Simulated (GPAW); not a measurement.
# TePt (F-43m) in GPAW: convergence with grid spacing (A)

Aim: find how far grid spacing (A) must go before the results for TePt settle, at LDA. This setting moves, with any that are tied to it; all else stays.

Everything below comes from runs of GPAW 26.7.0. Logs are shortened: lines on timing, memory, paths and dates and some standing lists are left out, and cuts for length are marked. The log counts tension as positive stress, the text compression.

## Step 1: Starting point

Symmetry: F-43m, No. 216, cubic system. The conventional cell has a = 5.746 Å, b = 5.746 Å, c = 5.746 Å, α = 90.00°, β = 90.00°, γ = 90.00°. Te (site symmetry -43m) has 4 Pt at 2.49 Å as nearest neighbours. Pt (site symmetry -43m) has 4 Te at 2.49 Å as nearest neighbours.

The cell was built by a generator and needn't be a form met in nature.

## Step 2: With grid spacing (A) 0.26

Input file run.py:

```python
from ase import Atoms
from ase.dft.bandgap import bandgap
from ase.io import write
from gpaw import GPAW

atoms = Atoms(['Te', 'Pt'],
              cell=[[0.0, 2.87302816, 2.87302816],
                    [2.87302816, 0.0, 2.87302816],
                    [2.87302816, 2.87302816, 0.0]],
              scaled_positions=[[0.75, 0.75, 0.75],
                                [0.0, 0.0, 0.0]],
              pbc=True)

calc = GPAW(mode='fd',
            h=0.26,
            xc='LDA',
            kpts={'size': (8, 8, 8), 'gamma': True},
            occupations={'name': 'fermi-dirac', 'width': 0.05},
            nbands=22,
            convergence={'density': 1e-05, 'energy': 1e-05},
            maxiter=100,
            txt='gpaw.txt')
atoms.calc = calc
energy = atoms.get_potential_energy()
forces = atoms.get_forces()
calc.write('gs.gpw')
write('result.traj', atoms)
print(f'Energy: {energy:.6f} eV')
print('Forces (eV/A):')
print(forces.round(4))
print('Fermi level:', round(calc.get_fermi_level(), 4), 'eV')
print(f'Gap: {bandgap(calc)[0]:.4f} eV, direct: {bandgap(calc, direct=True)[0]:.4f} eV')
```

Potentials or basis: the program's PAW data sets (release 1.2.1) made for this functional, fd.

Started as:

```sh
> OMP_NUM_THREADS=1 python run.py
```

Wall time 15 s (1 thread of Arm Neoverse V1, shared host); peak memory 0.15 GiB.

Results:

| Quantity | Value |
| --- | --- |
| Free energy | -12.0681 eV |
| Band gap on the k mesh | none (metal or under the smearing width) |

## Step 3: With grid spacing (A) 0.23

Changes to run.py since step 2:

```diff
@@ -14,3 +14,3 @@
 calc = GPAW(mode='fd',
-            h=0.26,
+            h=0.23,
             xc='LDA',
```

Potentials or basis: the program's PAW data sets (release 1.2.1) made for this functional, fd.

Started as:

```sh
> OMP_NUM_THREADS=1 python run.py
```

Run time: 29 s. Hardware: 1 thread of Arm Neoverse V1, shared host; peak memory 0.21 GiB.

Results:

* Free energy: -11.8481 eV
* Band gap on the k mesh: none (metal or under the smearing width)

## Step 4: With grid spacing (A) 0.2

Changes to run.py since step 3:

```diff
@@ -14,3 +14,3 @@
 calc = GPAW(mode='fd',
-            h=0.23,
+            h=0.2,
             xc='LDA',
```

Started as:

```sh
> OMP_NUM_THREADS=1 python run.py
```

It took 29 s on 1 thread of Arm Neoverse V1, shared host; peak memory 0.21 GiB.

The run converged. Its results:

| Property | Result |
| --- | --- |
| Free energy | -11.8481 eV |
| Band gap on the k mesh | none (metal or under the smearing width) |

## Step 5: With grid spacing (A) 0.18

Changes to run.py since step 4:

```diff
@@ -14,3 +14,3 @@
 calc = GPAW(mode='fd',
-            h=0.2,
+            h=0.18,
             xc='LDA',
```

Started as:

```sh
> OMP_NUM_THREADS=1 python run.py
```

It took 51 s on 1 thread of Arm Neoverse V1, shared host; peak memory 0.29 GiB.

Results (log left out):

```yaml
Free_energy: -11.8135 eV
Band_gap_on_the_k_mesh: none (metal or under the smearing width)
```

## Step 6: With grid spacing (A) 0.16

Changes to run.py since step 5:

```diff
@@ -14,3 +14,3 @@
 calc = GPAW(mode='fd',
-            h=0.18,
+            h=0.16,
             xc='LDA',
```

Potentials or basis: the program's PAW data sets (release 1.2.1) made for this functional, fd.

Started as:

```sh
> OMP_NUM_THREADS=1 python run.py
```

It took 51 s on 1 thread of Arm Neoverse V1, shared host; peak memory 0.29 GiB.

Results (log left out):

```
Free energy            : -11.8135 eV
Band gap on the k mesh : none (metal or under the smearing width)
```

## Step 7: With grid spacing (A) 0.14

Changes to run.py since step 6:

```diff
@@ -14,3 +14,3 @@
 calc = GPAW(mode='fd',
-            h=0.16,
+            h=0.14,
             xc='LDA',
```

Started as:

```sh
> OMP_NUM_THREADS=1 python run.py
```

Run time: 90 s. Hardware: 1 thread of Arm Neoverse V1, shared host; peak memory 0.43 GiB.

The run converged. Its results:

```yaml
Free_energy: -11.8037 eV
Band_gap_on_the_k_mesh: none (metal or under the smearing width)
```

## Step 8: With grid spacing (A) 0.12

Changes to run.py since step 7:

```diff
@@ -14,3 +14,3 @@
 calc = GPAW(mode='fd',
-            h=0.14,
+            h=0.12,
             xc='LDA',
```

Potentials or basis: the program's PAW data sets (release 1.2.1) made for this functional, fd.

Started as:

```sh
> OMP_NUM_THREADS=1 python run.py
```

gpaw.txt:

```text
__  _  _
 | _ |_)|_||  |
 |__||  | ||/\| - 26.7.0

Input parameters:
  mode=FD(),
  convergence={'density': 1e-05, 'energy': 1e-05},
  h=0.12,
  kpts=MonkhorstPack(size=(8, 8, 8), gamma=True),
  maxiter=100,
  nbands=22,
  occupations=Occupations(name='fermi-dirac', width=0.05),
  xc=XC(name='LDA')

Diagonalizing LCAO Hamiltonian
Converting LCAO to fd mode

                    Te

       Pt

Atoms  # Å, Bohr magnetons
|   | symbol |        x |        y |        z |    initial magnetic moments |
|---|--------|----------|----------|----------|-----------------------------|
| 0 |     Te | 4.309542 | 4.309542 | 4.309542 | ( 0.0000,  0.0000,  0.0000) |
| 1 |     Pt | 0.000000 | 0.000000 | 0.000000 | ( 0.0000,  0.0000,  0.0000) |

Unit cell  # Å
| periodic |        x |        y |        z |  lengths |    angles |
|----------|----------|----------|----------|----------|-----------|
|      yes | 0.000000 | 2.873028 | 2.873028 | 4.063075 | 60.000000 |
|      yes | 2.873028 | 0.000000 | 2.873028 | 4.063075 | 60.000000 |
|      yes | 2.873028 | 2.873028 | 0.000000 | 4.063075 | 60.000000 |

Number of symmetries: 24
Symmetry operations  # r_c * U_cc + t_c -> r_c
|    | kind |            matrix            |
|----|------|------------------------------|
|  0 |  E   |  1, 0, 0,  0, 1, 0,  0, 0, 1 |
|  1 |  σ   |  1, 0, 0,  0, 0, 1,  0, 1, 0 |
|  2 |  σ   |  1, 0,-1,  0, 1,-1,  0, 0,-1 |
|  3 |  C3  |  1, 0,-1,  0, 0,-1,  0, 1,-1 |
|  4 |  C3  |  1,-1, 0,  0,-1, 1,  0,-1, 0 |
|  5 |  σ   |  1,-1, 0,  0,-1, 0,  0,-1, 1 |
|  6 |  σ   |  0, 1, 0,  1, 0, 0,  0, 0, 1 |
|  7 |  C3  |  0, 1, 0,  0, 0, 1,  1, 0, 0 |
|  8 |  C2  |  0, 1,-1,  1, 0,-1,  0, 0,-1 |
|  9 |  S4  |  0, 1,-1,  0, 0,-1,  1, 0,-1 |
| 10 |  C3  |  0, 0, 1,  1, 0, 0,  0, 1, 0 |
| 11 |  σ   |  0, 0, 1,  0, 1, 0,  1, 0, 0 |
| 12 |  S4  |  0, 0,-1,  1, 0,-1,  0, 1,-1 |
| 13 |  C3  |  0, 0,-1,  0, 1,-1,  1, 0,-1 |
| 14 |  S4  |  0,-1, 1,  1,-1, 0,  0,-1, 0 |
| 15 |  C2  |  0,-1, 1,  0,-1, 0,  1,-1, 0 |
| 16 |  C3  |  0,-1, 0,  1,-1, 0,  0,-1, 1 |
| 17 |  S4  |  0,-1, 0,  0,-1, 1,  1,-1, 0 |
| 18 |  S4  | -1, 1, 0, -1, 0, 1, -1, 0, 0 |
| 19 |  C3  | -1, 1, 0, -1, 0, 0, -1, 0, 1 |
| 20 |  C3  | -1, 0, 1, -1, 1, 0, -1, 0, 0 |
| 21 |  S4  | -1, 0, 1, -1, 0, 0, -1, 1, 0 |
| 22 |  σ   | -1, 0, 0, -1, 1, 0, -1, 0, 1 |
| 23 |  C2  | -1, 0, 0, -1, 0, 1, -1, 1, 0 |

BZ-sampling:
  Number of BZ points: 512
  Number of IBZ points: 29

  Monkhorst-Pack size: [8, 8, 8]
  Monkhorst-Pack shift: [0.0625, 0.0625, 0.0625]

K-points  # in reciprocal-cell coordinates
|     |                                coordinates |     weight |
|-----|--------------------------------------------|------------|
|   0 | (  0.00000000,   0.00000000,   0.00000000) | 0.00195312 |
|   1 | (  0.12500000,   0.12500000,   0.00000000) | 0.01171875 |
|   2 | (  0.12500000,   0.12500000,   0.12500000) | 0.01562500 |
|   3 | (  0.25000000,   0.12500000,   0.12500000) | 0.02343750 |
|   4 | (  0.25000000,   0.25000000,   0.00000000) | 0.01171875 |
|   5 | (  0.25000000,   0.25000000,   0.12500000) | 0.04687500 |
|   6 | (  0.25000000,   0.25000000,   0.25000000) | 0.01562500 |
|   7 | (  0.37500000,   0.25000000,  -0.37500000) | 0.04687500 |
|   8 | (  0.37500000,   0.25000000,   0.12500000) | 0.04687500 |
|   9 | (  0.37500000,   0.25000000,   0.25000000) | 0.04687500 |
| ... |                                            |            |
|  28 | (  0.50000000,   0.50000000,   0.50000000) | 0.00781250 |

Uniform wave function grid shape: (np.int64(28), np.int64(28), np.int64(28))
Spin-components: 1 (collinear spins)
Bands:           22
Projectors:      11
Spin-degeneracy: 2
Datatype:        complex128

Parallelization:
  kpt:    1
  domain: 1
  band:   1

Density:
  Valence electrons: 22.0
  Components: 1
  Grid points: [28 28 28]
  Charge: 0.0  # |e|

Potential:
  Grid points: [28 28 28]

species:
  Te:
    name:    Tellurium
    Z:       52.0
    valence: 6
    core:    46
    charge:  0.0  # [|e|]
    compensation charges:
      type: gauss
      rc: 0.36  # [Å]
      lmax: 2
    cutoffs:
      filter: 2.09  # [Å]
      core: 3.17  # [Å]
    projectors
    | kind |    occ | energy [eV] | rcut [Å] |
    |------|--------|-------------|----------|
    |   5s |  2.000 |     -15.337 |    1.180 |
    |   5p |  4.000 |      -6.113 |    1.196 |
    |    s |        |      11.875 |    1.180 |
    |    p |        |      21.098 |    1.196 |
    |    d |        |       0.000 |    1.238 |

    Using partial waves for Te as LCAO basis

  Pt:
    name:    Platinum
    Z:       78.0
    valence: 16
    core:    62
    charge:  0.0  # [|e|]
    compensation charges:
      type: gauss
      rc: 0.41  # [Å]
      lmax: 2
    cutoffs:
      filter: 2.26  # [Å]
      core: 2.26  # [Å]
    projectors
    | kind |    occ | energy [eV] | rcut [Å] |
    |------|--------|-------------|----------|
    |   6s |  1.000 |      -5.930 |    1.307 |
    |   5p |  6.000 |     -56.318 |    1.371 |
    |   6p |  0.000 |      -0.962 |    1.371 |
    |   5d |  9.000 |      -6.387 |    1.307 |
    |    s |        |      21.281 |    1.307 |
    |    d |        |      20.825 |    1.307 |

    Using partial waves for Pt as LCAO basis

Reference energy: -684734.245012  # eV

eigensolver:
  PPCG
  Converge bands: occupied
  niter=2

density mixing:
  MSR1-Mixer
  Pratt-step length: 0.05
  Maximum mixing coefficient: 0.75
  Old densities: 10
  SVD Regularization: 0.005
  Good broyden scale: 1.0
  Trust region scale: 1.0
  Backstep threshold: 4.0
  History deletion threshold: 6.0
  Fourier metric: weight=20.0, sigma=0.015

occupation numbers:
  Fermi-Dirac:
    width: 0.0500  # eV

FastPoissonSolver using
    Stencil: 12*3+1=37 point O(h^6) finite-difference Laplacian
    FFT axes: [np.int64(0), np.int64(1), np.int64(2)]
    FST axes: []

xc functional:
  name: None
interpolation: tri-quintic # 5. degree polynomial

convergence criteria:
- Maximum integral of absolute [dens]ity change: 1e-05 electrons / valence electron
- Maximum [total energy] change in last 3 cyles: 1e-05 eV / valence electron
- Maximum integral of absolute [eigenst]ate change: 4e-08 eV^2 / valence electron
maximum number of iterations: 100

SCF iterations
|iter     | |      energy | eigst |  dens |
|---------|-|-------------|-------|-------|
|iter:   1| |  -12.090083 | +0.85 |       |
|iter:   2| |  -12.092634 | -0.61 | -1.21 |
|iter:   3| |  -11.818426 | -1.26 | -1.25 |
|iter:   4| |  -11.800484 | -2.25 | -1.80 |
|iter:   5| |  -11.794943 | -2.66 | -2.21 |
|iter:   6| |  -11.794950 | -3.56 | -2.91 |
|iter:   7| |  -11.794985c| -4.11 | -3.40 |
|iter:   8| |  -11.794986c| -5.06 | -4.00 |
|iter:   9| |  -11.794986c| -5.79 | -4.57 |
|iter:  10| |  -11.794986c| -6.63 | -5.38c|
|iter:  11| |  -11.794987c| -7.29 | -5.79c|
|iter:  12| |  -11.794987c| -7.62c| -6.04c|

Converged in 12 steps
Energy contributions relative to reference atoms: (reference = -684734.245012)

Energy contributions:
  Kinetic:          21.508561
  Coulomb:         -19.504330
  Zero:             -0.700914
  External:          0.000000
  Xc:              -13.091773
  Entropy:          -0.013059
  Spinorbit:         0.000000
  ----------------------------
  Free energy:     -11.801516
  Extrapolated:    -11.794987

dipole moment: (-14.205896, -14.205896, -14.205896)  # |e|*Ang

Fermi level: 7.779
Eigenvalues  # (at kpt = [0.000, 0.000, 0.000])
| band index |      eig [eV] | occ [0-2] |
|------------|---------------|-----------|
|          0 |       -45.199 |     2.000 |
|          1 |       -45.199 |     2.000 |
|          2 |       -45.199 |     2.000 |
|          3 |        -6.012 |     2.000 |
|          4 |         2.054 |     2.000 |
|          5 |         2.054 |     2.000 |
|          6 |         2.054 |     2.000 |
|          7 |         4.359 |     2.000 |
|          8 |         4.359 |     2.000 |
|          9 |        10.074 |     0.000 |
|         10 |        10.989 |     0.000 |
|         11 |        10.989 |     0.000 |
|         12 |        10.989 |     0.000 |
|         13 |        13.673 |     0.000 |
|         14 |        13.673 |     0.000 |
|         15 |        13.673 |     0.000 |
|         16 |        16.484 |     0.000 |
|        ... |               |           |
|         21 |        20.783 |     0.000 |

No gap
No difference between direct/indirect transitions

Forces  # eV/Ang
|        x |        y |        z |
|----------|----------|----------|
|  0.00000 |  0.00000 | -0.00000 |  # Te   0
| -0.00000 | -0.00000 |  0.00000 |  # Pt   1

# Writing to gs.gpw (mode='')
```

Wall time 2.4 min (1 thread of Arm Neoverse V1, shared host); peak memory 0.61 GiB.

Results:

| Property | Result |
| --- | --- |
| Free energy | -11.8015 eV |
| Band gap on the k mesh | none (metal or under the smearing width) |

## Step 9: Summary

```csv
grid spacing (A),"energy less the tightest run, at zero smearing (meV/atom)",SCF cycles,CPU time (s),peak memory (GiB)
0.26,-133.30,10,15,0.15
0.23,-23.26,10,29,0.21
0.2,-23.26,10,29,0.21
0.18,-5.98,11,51,0.29
0.16,-5.98,11,51,0.29
0.14,-1.12,11,90,0.43
0.12,0.00,12,150,0.61
```

Not settled before the last step: the energy (to 1 meV/atom). The tightest run that finished is the yardstick and may itself not be fully converged.

Caveats: the real-space grid adds noise to forces.
